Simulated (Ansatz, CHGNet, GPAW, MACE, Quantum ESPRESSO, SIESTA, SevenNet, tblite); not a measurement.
## Codes compared on AlN/GaN superlattice along [0001] (64 atoms)

Aim: run AlN/GaN superlattice along [0001] (64 atoms) in several programs and set results and cost side by side. A plane-wave run serves as the reference.

Calculated with Ansatz 0.2.0; Kohn-Sham DFT, PBE, PAW, plane waves.

## Step 1: The starting structure

The cell holds 64 atoms: 24 Al, 32 N and 8 Ga. Its edges and angles: a = 6.378 Å, b = 6.378 Å, c = 19.950 Å, α = 90.0°, β = 90.0°, γ = 120.0°. Wurtzite lattice with in-plane constant 3.189 Å; 3 periods of AlN and 1 of GaN along [0001], 2 x 2 in-plane cells; the two parts stretched along z by 0.9492 and 1.0; every coordinate displaced by a Gaussian of 0.02 Å. Then every atom was moved at random, 0.02 Å r.m.s. a Cartesian component. Regions: AlN, 48 atoms (24 Al and 24 N); GaN, 16 atoms (8 Ga and 8 N). The structure's axis is c.

Structure file:

```cif
data_structure
_symmetry_space_group_name_H-M 'P 1'
_symmetry_Int_Tables_number 1
_cell_length_a 6.3780
_cell_length_b 6.3780
_cell_length_c 19.9498
_cell_angle_alpha 90.000
_cell_angle_beta 90.000
_cell_angle_gamma 120.000
_cell_volume 702.81
loop_
_atom_site_label
_atom_site_type_symbol
_atom_site_fract_x
_atom_site_fract_y
_atom_site_fract_z
_atom_site_occupancy
Al1 Al 0.99871 0.00201 0.00054 1
N2 N 0.16398 0.33772 0.03082 1
Al3 Al 0.16888 0.33161 0.12295 1
N4 N 0.99743 0.99625 0.15316 1
Al5 Al 0.00416 0.00401 0.24794 1
N6 N 0.16819 0.33212 0.27621 1
Al7 Al 0.15886 0.32775 0.36867 1
N8 N 0.99796 0.99402 0.39922 1
Al9 Al 0.00202 0.00039 0.49522 1
N10 N 0.16729 0.33062 0.52390 1
Al11 Al 0.15883 0.32859 0.61796 1
N12 N 0.00081 0.99426 0.64907 1
Ga13 Ga 0.00006 0.99758 0.74114 1
N14 N 0.16808 0.33703 0.77369 1
Ga15 Ga 0.17487 0.33729 0.87094 1
N16 N 0.99707 0.99781 0.90068 1
Al17 Al 0.98960 0.49568 0.99934 1
N18 N 0.16771 0.82851 0.02992 1
Al19 Al 0.16907 0.83517 0.12252 1
N20 N 0.00640 0.49687 0.15087 1
Al21 Al 0.00074 0.50339 0.24697 1
N22 N 0.16941 0.82886 0.27529 1
Al23 Al 0.16433 0.84113 0.36878 1
N24 N 0.99909 0.50087 0.39979 1
Al25 Al 0.99362 0.48994 0.49478 1
N26 N 0.17780 0.84122 0.52323 1
Al27 Al 0.15426 0.82264 0.61585 1
N28 N 0.00262 0.50842 0.65037 1
Ga29 Ga 0.00060 0.49805 0.73835 1
N30 N 0.16493 0.83000 0.77239 1
Ga31 Ga 0.17248 0.84192 0.87073 1
N32 N 0.00346 0.50053 0.90145 1
Al33 Al 0.50237 0.00662 0.99719 1
N34 N 0.66851 0.34035 0.02883 1
Al35 Al 0.66025 0.33330 0.12624 1
N36 N 0.49968 0.00002 0.15172 1
Al37 Al 0.49561 0.99757 0.24615 1
N38 N 0.66555 0.33251 0.27604 1
Al39 Al 0.66177 0.33826 0.37110 1
N40 N 0.49336 0.00221 0.39965 1
Al41 Al 0.50046 0.00111 0.49064 1
N42 N 0.66920 0.33164 0.52331 1
Al43 Al 0.66167 0.32972 0.61856 1
N44 N 0.49356 0.99534 0.64558 1
Ga45 Ga 0.50312 0.00279 0.74086 1
N46 N 0.67294 0.33306 0.77341 1
Ga47 Ga 0.66466 0.32983 0.86939 1
N48 N 0.50952 0.00533 0.90171 1
Al49 Al 0.50293 0.49969 0.99866 1
N50 N 0.66093 0.82909 0.03153 1
Al51 Al 0.65676 0.83036 0.12026 1
N52 N 0.50351 0.50702 0.15004 1
Al53 Al 0.50923 0.50681 0.24797 1
N54 N 0.66068 0.83414 0.27569 1
Al55 Al 0.66852 0.83290 0.36839 1
N56 N 0.49944 0.49366 0.40038 1
Al57 Al 0.48972 0.49487 0.49329 1
N58 N 0.67198 0.83148 0.52157 1
Al59 Al 0.67125 0.84268 0.61541 1
N60 N 0.50685 0.49913 0.64831 1
Ga61 Ga 0.49939 0.50865 0.74080 1
N62 N 0.67120 0.83367 0.77017 1
Ga63 Ga 0.66407 0.83467 0.87180 1
N64 N 0.51247 0.51335 0.90079 1
```

## Step 2: Plane-wave reference

The PAW files are the set soft_2.

input.yaml reads:

```yaml
crystal:
  lattice:
    - [6.378, 0.0, 0.0]
    - [-3.189, 5.52351, 0.0]
    - [0.0, 0.0, 19.94981]
  atoms:
    - { symbol: Al, position: [0.99871, 0.00201, 0.00054] }
    - { symbol: "N", position: [0.16398, 0.33772, 0.03082] }
    - { symbol: Al, position: [0.16888, 0.33161, 0.12295] }
    - { symbol: "N", position: [0.99743, 0.99625, 0.15316] }
    [... 54 atom lines left out ...]
    - { symbol: Al, position: [0.67125, 0.84268, 0.61541] }
    - { symbol: "N", position: [0.50685, 0.49913, 0.64831] }
    - { symbol: Ga, position: [0.49939, 0.50865, 0.7408] }
    - { symbol: "N", position: [0.6712, 0.83367, 0.77017] }
    - { symbol: Ga, position: [0.66407, 0.83467, 0.8718] }
    - { symbol: "N", position: [0.51247, 0.51335, 0.90079] }
kpoints:
  mp_grid: { grid: [1, 1, 1] }
hamiltonian:
  xc: pbe
scf:
  occupations: { method: fermi_dirac, width: 0.05 }
output:
  forces: true
  eigenvalues: true
  populations: true
  stress: true
```

Run with:

```bash
> ansatz run input.yaml --threads 4 --pin off --max-ram 8192MiB --backend cpu --events-out ev --progress --plain --runs-dir out
```

Output:

```text
[...]
Pseudopotentials: kind: paw
Pseudopotential: Al, paw, valence charge 3, recommended cutoff 420 eV (normal), Al.paw.azcp
Pseudopotential: N, paw, valence charge 5, recommended cutoff 420 eV (normal), N.paw.azcp
Pseudopotential: Ga, paw, valence charge 13, recommended cutoff 420 eV (normal), Ga.paw.azcp
[... 5 lines on functional and potentials left out ...]
Crystal: 64 atoms, lattice volume = 702.811 Å³
Basis set: ecut = 420 eV, 13759 PW (Γ), exchange–correlation on 90×90×270 points (8 copies of the dense FFT grid, shifted against one another)
Bands: 232, of which v1, the nominal top of the filled ones, is band 168 counted from 1 (167 counted from 0)
Symmetry: 1 space group operations
Space group: P1 (ITA 1), of the structure as read, at distance tolerance 8.9e-5 Å
k-points: 1
[... 7 lines on functional and potentials left out ...]
Initial density: superposition of atomic densities (neutral atoms: chi_scale 0, normalization atom), corrected by the library's trained network
Initial wavefunctions: pseudopotential atomic-orbital guess
[...]
SCF iter   1: F=—  HF=-55502.608113 eV  |F-HF|=—  |Δ(HF+E_count)|=         —  Δρ=1.75e-2  dr2=1.94e0  ethr=1.77e-3  ⟨swp⟩=5.0  Hψ=949  notcnv=0  defer=36
preconditioner: auto → Resta (q_TF=auto, 2.413 Å⁻¹)  ε∞=4.3  [insulator: Δε(μ)=2.792 eV  Ē_g=14.165 eV  σ=0.050 eV  W_gap=1.00  n_scr=176 (ndim 8)  ℏωp=25.7 eV  f_vac=0.000  D(μ)=0.00/eV (n_scr^D=0)  ε∞_Penn≈4.3]
[...]
SCF iter   9: F=—  HF=-55502.142620 eV  |F-HF|=—  |Δ(HF+E_count)|=   5.06e-8  Δρ=5.33e-6  dr2=1.94e-7  ethr=3.19e-10  ⟨swp⟩=2.0  Hψ=341  notcnv=0  defer=58
SCF iter  10: F=-55502.142620 eV  HF=-55502.142620 eV  |F-HF|=4.01e-8  |Δ(HF+E_count)|=   5.98e-8  Δρ=2.02e-6  dr2=2.97e-8  ethr=2.98e-11  ⟨swp⟩=18.0  Hψ=1709  notcnv=0
SCF 1 converged in 10 iterations: F = -55502.142620 eV  dr2 = 2.97e-8
[...]
SCF converged after 10 iterations
Free energy (F): -55502.142620 eV
Harris-Foulkes:  -55502.142620 eV  (|F-HF|=4.01e-8)
Internal energy: -55502.142620 eV  (E = F + TS)
E sigma→0 (E₀):  -55502.142620 eV
Fermi energy:    9.704947 eV
--- Per-component energies (eV) ---
[...]
Σ components = -55502.142620   (vs F -55502.142620, Δ=0.00e0)
--- Forces (eV/Å), atoms counted from 1 ---
  atom   1  Al     0.19362561    -0.17697828    -0.11540701
  atom   2  N      0.49422828    -0.64489649    -1.66247090
  atom   3  Al    -0.28158152    -0.09966836     0.92650841
  atom   4  N      0.05862082     0.12248020    -0.56430323
[...]
atom  64  N     -0.29113066    -1.45285472     1.34342658
  max |Σ_I F_I| component: 2.30e-4 eV/Å
--- Stress (GPa, compression-positive) ---
        0.734852      -0.226599      -0.531091
       -0.226589       1.050474       0.035771
       -0.531079       0.035783       2.322696
  P = ⅓ Tr σ = 1.3693 GPa (13.693 kbar)
--- Band table (eV) ---
  k-point 0: bands = ["-7.7241", "-7.4410", "-7.2351", "-6.9077", [... 216 levels ...], "16.9030", "17.1199", "17.2141", "17.4101", "17.5712", "17.6313", "17.6579", "17.6749", "17.7287", "17.7738", "17.8032", "17.8131"]
--- Löwdin populations: 64 sites ---
  site symbol       q [e]
     0     Al      1.8709
     1      N      6.0737
     2     Al      1.8421
[...]
63      N      5.8689
  spilling = 0.006307 (of n_electrons = 336.000000)
```

Run time: 12 s. Hardware: 4 threads of Arm Neoverse N1, shared host; peak memory 0.86 GiB; 43 s of CPU time.

The run gave:

| Property | Result |
| --- | --- |
| free energy | -55502.1426 eV |
| free energy per atom | -867.2210 eV/atom |
| SCF cycles | 10 |
| pressure | 1.369 GPa |
| r.m.s. force component | 0.9235 eV/Å |
| longest force | 5.011 eV/Å |
| Fermi energy | 9.705 eV |
| gap (highest filled to lowest empty level) | 2.522 eV |
| spilling of the projection | 0.006307 |

Length of the force by element:

```tsv
element	coordination	atoms	mean length of the force (eV/Å)	spread	least	most
Al	all	24	1.16	0.525	0.287	2.42
Ga	all	8	1.71	1.05	0.647	4.27
N	all	32	1.40	0.961	0.461	5.01
```

Löwdin charges by element (they lack the spilled electrons, 0.033 e an atom on average):

```tsv
element	coordination	atoms	mean charge (e)	spread	least	most
Al	all	24	1.16	0.0109	1.13	1.18
Ga	all	8	0.835	0.0095	0.820	0.848
N	all	32	-1.01	0.105	-1.09	-0.803
```

Charge against the make-up of the first shell:

```tsv
Al neighbours of N	atoms	mean charge (e)
0	4	-0.805
1	4	-0.869
3	4	-1.00
4	20	-1.08
```

By region:

```tsv
region	atoms	mean length of the force (eV/Å)
AlN	48	1.32
GaN	16	1.44
```

The levels nearest the highest filled one (over half full), pooled over k-points and spins:

```tsv
level less the highest filled one (eV)	occupation
-0.995	2
-0.544	2
-0.520	2
-0.457	2
-0.0377	2
0	2
2.52	0
3.43	0
3.59	0
3.68	0
3.73	0
3.81	0
```

The run ends at a pressure of 1.37 GPa, with forces up to 5.0 eV/Å.

## Step 3: The other programs

The programs:
- CHGNet: machine-learned potential, published weights.
- GPAW 26.7.0: PAW with atomic orbitals (LCAO), plane waves or a real-space grid of spacing h.
- MACE: machine-learned potential, published weights.
- Quantum ESPRESSO 7.5: plane waves; labels (QE) give functional, pseudopotential set and cutoffs of waves/density.
- SIESTA 5.4.2: numerical atomic orbitals, whose automatically made sets are far from complete, with PseudoDojo norm-conserving potentials that we converted to its format (checked against plane waves on the same files for H, C, O, Si, Ge and Ca alone); labels give functional, basis size, energy shift and mesh cutoff.
- SevenNet: machine-learned potential, published weights.
- tblite 0.8.0: extended tight binding, driven from Python.

All use the same cell and atoms; the electronic-structure runs use the same k-mesh, and an electronic temperature of 580 K (0.05 eV) where levels are smeared.

Differences are against the plane-wave reference, forces as r.m.s. over components; share is that over the reference's r.m.s. force, slope the least-squares factor from reference forces to these. Total energies of different programs have different zeros and aren't compared.

```tsv
run	Δ force, r.m.s. (meV/Å)	share (%)	slope	Δ pressure (GPa)	Δ gap (eV)	cores	CPU time	memory (GiB)
reference	-	-	-	-	-	4	43 s	0.86
CHGNet 0.3.0 potential	303	32.8	0.702	-2.24	-	1	5.3 s	0.86
GPAW PBE, LCAO dzp, h 0.18 Å	280	30.3	1.239	-	-0.0056	1	8.2 min	1.4
GPAW PBE, LCAO dzp, h 0.22 Å (coarse)	407	44.1	1.328	-	0.0334	1	4.2 min	0.72
GPAW PBE, LCAO sz(dzp), h 0.18 Å (coarse)	339	36.7	1.301	-	-0.152	1	1.7 min	0.96
GPAW PBE, LCAO szp(dzp), h 0.18 Å (coarse)	310	33.6	1.269	-	0.287	1	6 min	1.3
GPAW PBE, grid h 0.18 Å	209	22.6	1.173	-	0.0958	2	6.7 min	1.5
MACE MP-0b3 medium potential	230	24.9	0.810	-1.88	-	1	12 s	1.1
QE PBE, gbrv-1.5, 40/200 Ry	6.94	0.751	1.004	0.163	0.0149	2	12 min	0.73
SIESTA PBE, DZP, shift 0.01 Ry, mesh 500 Ry	57.9	6.26	1.055	1.50	0.0904	2	23 min	2.2
SIESTA PBE, SZ, shift 0.01 Ry, mesh 500 Ry (coarse)	231	25.1	1.144	15.7	-0.159	1	3.8 min	0.88
SevenNet l3i5 potential	152	16.4	0.943	-1.48	-	1	15 s	1.4
tblite GFN1-xTB	518	56.1	0.587	27.1	-	1	11 s	0.12
```

Rows marked coarse were listed beforehand as settings not expected to be converged; some can still land near the reference.

Times of the machine-learned potentials are mostly Python's start and the loading of weights.

CPU time is summed over cores on a shared host, where runs went side by side, so it is rough. Symmetry, cutoffs, thresholds, outputs and thread counts weren't matched or tuned between programs; memory under MPI is the largest rank's times the ranks.

Runs without a result: QE PBE, sssp-1.3.0-efficiency, 60/480 Ry (cut off at its time limit of 17 min); QE PBE, sssp-1.3.0-efficiency, 60/480 Ry, paro (cut off at its time limit of 13 min).

Mean charges by element (e), by run and scheme:

```tsv
run	scheme	Al	N	Ga
reference	Löwdin	+1.16	-1.01	+0.84
SIESTA PBE, DZP, shift 0.01 Ry, mesh 500 Ry	Hirshfeld	+0.33	-0.35	+0.38
tblite GFN1-xTB	Mulliken	+0.44	-0.39	+0.25
```

The reference's Löwdin charges lack the electrons that the projection spills, 0.033 e an atom on average.

Within one program, basis, potentials and functional, energies share a zero. Each run against its twin at the usual cutoff or grid and solver:

```tsv
run	twin	Δ energy (meV/atom)	Δ force, r.m.s. (meV/Å)	CPU time over the twin's
GPAW PBE, LCAO dzp, h 0.22 Å	LCAO dzp, h 0.18 Å	301	266	0.51
```

## Step 4: Results

```json
{
  "reference r.m.s. force component": "0.924 eV/Å",
  "nearest in forces": "QE PBE, gbrv-1.5, 40/200 Ry, 0.75 %",
  "farthest in forces": "tblite GFN1-xTB, 56 %",
  "cheapest electronic-structure run beside the reference": "tblite GFN1-xTB, 11 s of CPU time"
}
```

In words: PBE on plane waves or a grid with other potentials, cutoffs or grids, coarse settings apart, differs from the reference by 0.75 % (QE PBE, gbrv-1.5, 40/200 Ry) to 23 % (GPAW PBE, grid h 0.18 Å) of the r.m.s. force; this holds the reference's own error, so differences of a few per cent don't tell which side is nearer the exact PBE result (QE's 40 Ry are 544 eV, against the reference's 420 eV). GPAW PBE, grid h 0.18 Å stands apart from the other plane-wave or grid runs, so its own grid or potentials are the likelier cause. The PBE runs in local orbitals, coarse settings apart, differ by 6.3 % (SIESTA PBE, DZP, shift 0.01 Ry, mesh 500 Ry) to 30 % (GPAW PBE, LCAO dzp, h 0.18 Å); basis, grid and potentials can all enter. Tight binding differs by 56 % (tblite GFN1-xTB); it is another model, with fitted parameters of its own, and the xTB methods hold dispersion. Machine-learned potentials differ by 16 % (SevenNet l3i5 potential) to 33 % (CHGNet 0.3.0 potential); they were trained on other programs' data. Among those trained on PBE data the slope goes as low as 0.70, which softening far from their training structures can give, though the reference's k-sampling is untested too. Runs with settings chosen to be coarse differ by 25 % (SIESTA PBE, SZ, shift 0.01 Ry, mesh 500 Ry) to 44 % (GPAW PBE, LCAO dzp, h 0.22 Å), their programs' other errors included. One electronic-structure run takes under half the reference's CPU time: tblite GFN1-xTB, at 56 % in 11 s against 43 s; its pressure misses by +27.1 GPa. GPAW PBE, LCAO dzp, h 0.22 Å stiffens the forces by a factor of 1.33 while following their directions (correlation 0.976); the slopes of the 5 GPAW runs lie between 1.17 and 1.33. At the same functional, gaps differ from the reference's 2.52 eV by between -0.16 and +0.29 eV. These are spacings on the run's k-points, which needn't hold the band edges. In pressure, SIESTA PBE, SZ, shift 0.01 Ry, mesh 500 Ry misses by +15.7 GPa, at the same functional. Charges hang on model, scheme and program or settings: among these rows the mean for Al runs from +0.33 to +1.16 e. In the reference: filled and empty levels are parted by 2.52 eV at Γ alone; the mesh holds the band edges only if they fold onto it, so the gap at this level can be narrower or closed, while semilocal functionals tend to narrow gaps against experiment. In the reference: mean Löwdin charges: Al +1.16, Ga +0.84, N -1.01 e (they miss 0.63 % of the electrons, so they add up to more than the cell's charge). Periodic xTB results under one method name differ between programs and library versions. The potentials hold different valence shells: 336 electrons in the reference, 256 in GPAW and 384 in Quantum ESPRESSO with GBRV; this bears on time and differences. GPAW's setups keep the filled d shell of Ga in the core. GPAW's Ga setup keeps the 3d shell in the core. Machine-learned potentials mimic data converged in k, so the reference's own k-point error enters their differences. The cell is under 6 Å thick along two periodic directions, so every atom has periodic images of itself close by, which move with it and show among its neighbours and in g(r). The host structure and its lattice constant were typed by rule, without a check against the phase diagram. The electronic-structure runs sample only Γ, in a cell whose shortest periodic width is 6 Å.

[Also dropped from logs without a mark: logging warnings of Python, and SIESTA's first energy breakdown and zero terms.]

[Logs are printed without paths, hosts, clocks, repeated set-up lines and the standing remarks that a program may print on its own settings, such as how far it seeks lower states.]

[Hosts, paths, dates, database ids (printed as entryN), source tags and the programs' standing remarks are cut or masked in the printed files.]
